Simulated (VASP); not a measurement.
Au:

```
Au
1.0
     0.00000    2.03500    2.03500
     2.03500    0.00000    2.03500
     2.03500    2.03500    0.00000
Au
1
Direct
  0.00000 0.00000 0.00000
```

* Program: VASP 6.6.1
* Task: relaxation of cell and atoms
* Functional: HSE06
* Potentials or basis: VASP PAW PBE potentials, release 64 (Au)
* Cutoff: 600 eV
* k mesh: 6 × 6 × 6
* Occupations: fermi-dirac, width 0.05 eV
* Spin: no spin polarisation

At the start: pressure 8.5 GPa; volume 16.85 Å³/atom.

**Question.** How do energy, volume and symmetry change on relaxing?

**Answer.** Over 4 steps the energy falls by 21.5 meV/atom and the volume is 17.71 Å³/atom (+5.1 %); space group Fm-3m (No. 225, to 0.05 Å).

The path:
```tsv
step	energy change (eV)	largest force (eV/Å)	pressure (GPa)	volume (Å³)
1	0.0000	0.0000	8.46	16.85
2	0.0209	0.0000	-8.80	19.12
3	-0.0215	0.0000	-0.13	17.73
4	-0.0215	0.0000	0.02	17.71
```

Final structure:
```xyz
1
Lattice="0.0000 2.0690 2.0690 2.0690 0.0000 2.0690 2.0690 2.0690 0.0000" Properties=species:S:1:pos:R:3 pbc="T T T"
Au    0.0000    0.0000    0.0000
```

Caveat: the k mesh is coarse (spacing up to 0.45 Å⁻¹), so the values aren't converged, least of all with exact exchange; the PAW data sets were made with another functional, which shifts forces and pressure a little.
